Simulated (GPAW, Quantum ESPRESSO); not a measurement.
This is a calculation of NbP for GPAW 26.7.0 (ASE script). The cell is a database's computed one, not the measured one.

run.py

```python
from ase import Atoms
from ase.dft.bandgap import bandgap
from ase.io import write
from ase.units import Bohr, GPa
from ase.parallel import parprint
from gpaw import GPAW, PW, setup_paths
from gpaw.elf import elf_from_dft_calculation

setup_paths.insert(0, '.')

atoms = Atoms(['Nb', 'Nb', 'P', 'P'],
              cell=[[-1.6749232544, 1.6749232544, 5.7401081759],
                    [1.6749232544, -1.6749232544, 5.7401081759],
                    [1.6749232544, 1.6749232544, -5.7401081759]],
              scaled_positions=[[0.2498808, 0.7498808, 0.5],
                                [0.4998808, 0.4998808, 0.0],
                                [0.83274777, 0.33274777, 0.5],
                                [0.08274777, 0.08274777, 0.0]],
              pbc=True)

calc = GPAW(mode=PW(600),
            xc='PBEsol',
            kpts={'size': (11, 11, 11), 'gamma': True},
            occupations={'name': 'fermi-dirac', 'width': 0.05},
            nbands=34,
            convergence={'density': 1e-05, 'energy': 1e-05},
            maxiter=150,
            txt='gpaw.txt')
atoms.calc = calc
energy = atoms.get_potential_energy()
forces = atoms.get_forces()
stress = atoms.get_stress()
calc.write('gs.gpw')
write('result.traj', atoms)
parprint(f'Energy: {energy:.6f} eV')
parprint('Forces (eV/A):')
parprint(forces.round(4))
parprint('Stress (GPa):', (stress / GPa).round(3))
parprint('Fermi level:', round(calc.get_fermi_level(), 4), 'eV')
parprint(f'Gap: {bandgap(calc)[0]:.4f} eV, direct: {bandgap(calc, direct=True)[0]:.4f} eV')

# fields on the real-space grid
write('density.cube', atoms, data=calc.get_pseudo_density() * Bohr**3)
write('potential.cube', atoms, data=calc.get_electrostatic_potential())
write('elf.cube', atoms, data=elf_from_dft_calculation(calc).data)
```

Potentials or basis: PAW data sets generated in the run's folder for this functional, pw.

Command:

```console
$ gpaw-setup -f PBEsol Nb P
$ OMP_NUM_THREADS=1 mpirun -n 4 gpaw python run.py
```

Translate it to Quantum ESPRESSO 7.5. Potentials or basis there: GBRV 1.5 PBEsol, cutoff 612 eV.

As run (cutoffs and basis follow the program's own potentials, and thresholds, step limits or extra output files can differ):

File pw.in:

```
&CONTROL
  calculation = 'scf'
  prefix = 'pwscf'
  outdir = './tmp'
  pseudo_dir = './pseudo'
  tprnfor = .true.
  tstress = .true.
  disk_io = 'low'
/
&SYSTEM
  ibrav = 0
  celldm(1) = 8
  nat = 4
  ntyp = 2
  ecutwfc = 45
  ecutrho = 360
  nbnd = 26
  occupations = 'smearing'
  smearing = 'fd'
  degauss = 0.00367493
/
&ELECTRONS
  conv_thr = 8d-10
  electron_maxstep = 120
  mixing_beta = 0.5
/
ATOMIC_SPECIES
Nb    92.9064 nb_pbesol_v1.uspp.F.UPF
P     30.9738 p_pbesol_v1.5.uspp.F.UPF
CELL_PARAMETERS alat
 -0.3956432788229   0.3956432788229   1.3559040472720
  0.3956432788229  -0.3956432788229   1.3559040472720
  0.3956432788229   0.3956432788229  -1.3559040472720
ATOMIC_POSITIONS crystal
Nb     0.2498808000    0.7498808000    0.5000000000
Nb     0.4998808000    0.4998808000    0.0000000000
P      0.8327477700    0.3327477700    0.5000000000
P      0.0827477700    0.0827477700    0.0000000000
K_POINTS automatic
11 11 11 0 0 0
```

The input pp_density.in:

```
&INPUTPP
  prefix = 'pwscf'
  outdir = './tmp'
  filplot = 'density.dat'
  plot_num = 0
/
&PLOT
  nfile = 1
  filepp(1) = 'density.dat'
  iflag = 3
  output_format = 6
  fileout = 'density.cube'
/
```

pp_potential.in

```
&INPUTPP
  prefix = 'pwscf'
  outdir = './tmp'
  filplot = 'potential.dat'
  plot_num = 11
/
&PLOT
  nfile = 1
  filepp(1) = 'potential.dat'
  iflag = 3
  output_format = 6
  fileout = 'potential.cube'
/
```

Potentials or basis: GBRV 1.5 PBEsol.

Command:

```bash
$ OMP_NUM_THREADS=1 mpirun -n 2 pw.x -nk 2 -in pw.in > pw.out
$ OMP_NUM_THREADS=1 mpirun -n 1 pp.x -in pp_density.in > pp_density.out
$ OMP_NUM_THREADS=1 mpirun -n 1 pp.x -in pp_potential.in > pp_potential.out
```

Both were run:

|  | GPAW | Quantum ESPRESSO |
| --- | --- | --- |
| Pressure | -6.7 GPa | -6.7 GPa |

Pressure is positive in compression.
